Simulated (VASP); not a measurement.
## A VASP 6.6.1 single-point calculation on LiH

INCAR

```
PREC = Accurate
ISMEAR = -1
NBANDS = 9
SIGMA = 0.02
LREAL = .FALSE.
GGA = PE
NELM = 82
MAGMOM = 0.5 -0.5
EDIFF = 1E-7
LCHARG = .FALSE.
ISYM = 1
IBRION = -1
LWAVE = .FALSE.
LASPH = .TRUE.
ISIF = 2
ISPIN = 2
ENCUT = 520
NSW = 0
```

KPOINTS

```
KPOINTS created by Atomic Simulation Environment
0
Gamma
10 10 10
0 0 0
```

POSCAR

```
Li H
 1.0000000000000000
     0.0066766495000000    2.0096714906000002    2.0096714906000002
     2.0096714906000002    0.0066766495000000    2.0096714906000002
     2.0096714906000002    2.0096714906000002    0.0066766495000000
 Li  H
   1   1
Cartesian
  0.0000000000000000  0.0000000000000000  0.0000000000000000
  2.0130098153500002  2.0130098153500002  2.0130098153500002
```

The recommended PBE PAW datasets give the neutral cell 4 valence electrons.

Command

```
mpirun -np 1 vasp_std
```

OSZICAR

```
N       E                     dE             d eps       ncg     rms          rms(c)
DAV:   1    -0.103928774130E+01   -0.10393E+01   -0.14618E+03  4257   0.408E+02
DAV:   2    -0.593531536541E+01   -0.48960E+01   -0.48717E+01  6037   0.577E+01
DAV:   3    -0.599668926599E+01   -0.61374E-01   -0.61349E-01  5001   0.544E+00
DAV:   4    -0.599699452000E+01   -0.30525E-03   -0.30518E-03  5762   0.324E-01
DAV:   5    -0.599699617200E+01   -0.16520E-05   -0.16520E-05  5022   0.167E-02    0.554E+00
DAV:   6    -0.614124439821E+01   -0.14425E+00   -0.52154E-01  5552   0.245E+00    0.250E+00
DAV:   7    -0.610394860412E+01    0.37296E-01   -0.13860E-01  4726   0.184E+00    0.165E+00
DAV:   8    -0.612431750402E+01   -0.20369E-01   -0.57678E-02  4723   0.128E+00    0.226E-01
DAV:   9    -0.612609027320E+01   -0.17728E-02   -0.43914E-03  4619   0.546E-01    0.134E-01
DAV:  10    -0.612673807302E+01   -0.64780E-03   -0.58039E-04  4610   0.208E-01    0.641E-02
DAV:  11    -0.612693676693E+01   -0.19869E-03   -0.22068E-04  4738   0.107E-01    0.140E-02
DAV:  12    -0.612695342095E+01   -0.16654E-04   -0.16638E-05  4806   0.294E-02    0.256E-03
DAV:  13    -0.612695343972E+01   -0.18769E-07   -0.17696E-06  5128   0.962E-03    0.145E-03
DAV:  14    -0.612695362473E+01   -0.18502E-06   -0.41261E-07  4574   0.490E-03    0.396E-04
DAV:  15    -0.612695364801E+01   -0.23277E-07   -0.33867E-08  3464   0.119E-03
   1 F= -.61269536E+01 E0= -.61269536E+01  d E =-.289619E-12  mag=     0.0000
```

It converged. Results: pressure -0.4 GPa; magnetic moment of the cell 0.00 μB.

For comparison, a separate PBE run of the intended cell, on usual settings and not on those above, gives a gap of 2.98 eV on its mesh and a pressure of -0.4 GPa.

The run above took about 19 s on one core of a shared host (Intel Xeon Platinum 8488C) and held 0.15 GiB at most.
